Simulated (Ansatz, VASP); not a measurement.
## Si: VASP beside Ansatz

```
Si
1.0
     0.00000    2.71547    2.71547
     2.71547    0.00000    2.71547
     2.71547    2.71547    0.00000
Si
2
Direct
  0.53683 0.46317 0.46317
  0.75000 0.75000 0.75000
```

Alike in both runs: task single point; functional r2SCAN; k mesh 10 × 10 × 10; occupations gaussian, width 0.05 eV; no spin polarisation.

```csv
,VASP,Ansatz
version,VASP 6.6.1,Ansatz 0.2.0
potentials or method,"VASP PAW PBE potentials, release 64 (Si)","scalar-relativistic, plane waves, PAW"
plane-wave cutoff (eV),520,500
valence electrons in the cell,8,8
```

VASP gave:

| Item | Value |
| --- | --- |
| gap on the k mesh at the Fermi level (eV) | none |
| pressure (GPa) | 1.9 |
| largest component of the traceless stress (GPa) | 8.29 |
| rms of the force components (eV/Å) | 1.515 |

**Question.** Estimate Ansatz's values.

**Answer.** gap on the k mesh at the Fermi level (eV): none; pressure (GPa): 2.1; largest component of the traceless stress (GPa): 8.40; rms of the force components (eV/Å): 1.519.

Atom by atom the forces differ by 0.004 eV/Å (rms over components). A gap of «none» marks a metal or a gap that the smearing closes.

Caveats: the PAW data sets were made with another functional, which shifts forces and pressure a little (VASP).
